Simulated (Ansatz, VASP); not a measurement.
Two plane-wave programs on KF

File INCAR:

```
PREC = Accurate ; ENCUT = 520
EDIFF = 1E-7 ; ISMEAR = -1
SIGMA = 0.02 ; LREAL = F
LASPH = T ; NELM = 100
ALGO = Normal ; ISIF = 2
LWAVE = F ; LCHARG = T
GGA = PE ; LELF = T
LVHAR = T ; NBANDS = 15
```

KPOINTS

```
Automatic mesh
0
Gamma
  8 8 8
```

File POSCAR:

```
KF
1.0
    3.3533906819      0.0000000000      0.0000000000
    0.0000000000      3.1788706815      0.0000000000
    0.0000000000      0.0000000000      3.1788706815
K F
1 1
Direct
    0.0000000000      0.0000000000      0.0000000000
    0.5000000000      0.5000000000      0.5000000000
```

Input for Ansatz:

```yaml
crystal:
  lattice:
    - [3.3533906819, 0.0, 0.0]
    - [0.0, 3.1788706815, 0.0]
    - [0.0, 0.0, 3.1788706815]
  atoms:
    - { symbol: K, position: [0.0, 0.0, 0.0] }
    - { symbol: F, position: [0.5, 0.5, 0.5] }
kpoints:
  mp_grid: { grid: [8, 8, 8] }
  band_path:
    path:
      - [0.0, 0.0, 0.0]
      - [0.0, 0.5, 0.0]
      - [0.5, 0.5, 0.0]
      - [0.5, 0.5, 0.5]
      - [0.5, 0.0, 0.5]
    npoints: 1
hamiltonian:
  xc: pbe
scf:
  occupations: { method: fermi_dirac, width: 0.02 }
  n_extra_bands: 4
output:
  forces: true
  stress: true
  eigenvalues: true
  write_density: true
  write_potential: true
  elf: true
  volumetric_format: npy
```

Change from the starting cell: uniaxial_x strain +5.5%.

Alike in both runs: task single point; functional PBE; k mesh 8 × 8 × 8; occupations fermi-dirac, width 0.02 eV; no spin polarisation.

|  | VASP | Ansatz |
| --- | --- | --- |
| version | VASP 6.6.1 | Ansatz 0.2.0 |
| potentials or method | VASP PAW PBE potentials, release 64 (K_sv, F) | plane waves, PAW |
| plane-wave cutoff (eV) | 520 | 420 |
| valence electrons in the cell | 16 | 16 |

VASP gave:

- gap on the k mesh at the Fermi level (eV): 6.32
- pressure (GPa): 0.7
- largest component of the traceless stress (GPa): 3.12

Question: What did Ansatz give for the same quantities?

Answer: gap on the k mesh at the Fermi level (eV): 6.33; pressure (GPa): 0.7; largest component of the traceless stress (GPa): 3.11.

The functional is the same, so the differences come from potentials, cutoffs and numerics.

A k mesh can miss the band edges.
